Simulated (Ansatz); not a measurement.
# AlCu: the cost of one run

Program: Ansatz 0.2.0. Level of theory: DFT PBEsol, scalar-relativistic, plane waves, PAW. These are calculated values, not measurements.

## Step 1: Starting point

It takes space group Pm-3m (No. 221, cubic). Conventional cell: a = 2.956 Å, b = 2.956 Å, c = 2.956 Å, α = 90.00°, β = 90.00°, γ = 90.00°. Al (site symmetry m-3m) has 8 Cu at 2.56 Å as nearest neighbours. Around Cu (site symmetry m-3m) lie 8 Al at 2.56 Å.

Coordinates:

```cif
data_structure
_symmetry_space_group_name_H-M 'Pm-3m'
_symmetry_Int_Tables_number 221
_cell_length_a 2.9560
_cell_length_b 2.9560
_cell_length_c 2.9560
_cell_angle_alpha 90.000
_cell_angle_beta 90.000
_cell_angle_gamma 90.000
_cell_volume 25.83
loop_
_atom_site_label
_atom_site_type_symbol
_atom_site_symmetry_multiplicity
_atom_site_Wyckoff_symbol
_atom_site_fract_x
_atom_site_fract_y
_atom_site_fract_z
_atom_site_occupancy
Al1 Al 1 a 0.00000 0.00000 0.00000 1
Cu1 Cu 1 b 0.50000 0.50000 0.50000 1
```

It goes back to an entry of the Materials Project, which need not be the stable form.

This cell was relaxed beforehand with the same method: volume 12.91 Å³/atom, gap on the mesh none (metal).

## Step 2: Electronic structure at the relaxed geometry

Input file input.yaml:

```yaml
crystal:
  lattice:
    - [2.9560037095, 0.0, 0.0]
    - [0.0, 2.9560037095, 0.0]
    - [0.0, 0.0, 2.9560037095]
  atoms:
    - { symbol: Al, position: [0.0, 0.0, 0.0] }
    - { symbol: Cu, position: [0.5, 0.5, 0.5] }
basis:
  ecutwfc: 420
kpoints:
  mp_grid: { grid: [14, 14, 14] }
  band_path:
    path:
      - [[0.0, 0.0, 0.0], [0.0, 0.5, 0.0], [0.5, 0.5, 0.0], [0.0, 0.0, 0.0], [0.5, 0.5, 0.5], [0.0, 0.5, 0.0]]
      - [[0.5, 0.5, 0.5], [0.5, 0.5, 0.0]]
    npoints: 14
hamiltonian:
  xc: pbesol
scf:
  occupations: { method: gaussian, width: 0.1 }
  n_extra_bands: 6
output:
  forces: true
  stress: true
  eigenvalues: true
  populations: true
  dos: { projected: true, de: 0.02, nscf_kmesh: { grid: [21, 21, 21] } }
  bader: true
  write_density: true
  write_potential: true
  elf: true
  volumetric_format: npy
```

On the command line:

```sh
ansatz run input.yaml --threads 1 --pin off --max-ram 2560MiB --backend cpu --events-out ev --progress --plain --runs-dir out
```

**Question.** How long does this run take on 1 thread of AMD EPYC 7R43 (Zen 3), shared host, and how much memory does it need?

About 22 s, with a peak of 0.4 GiB.
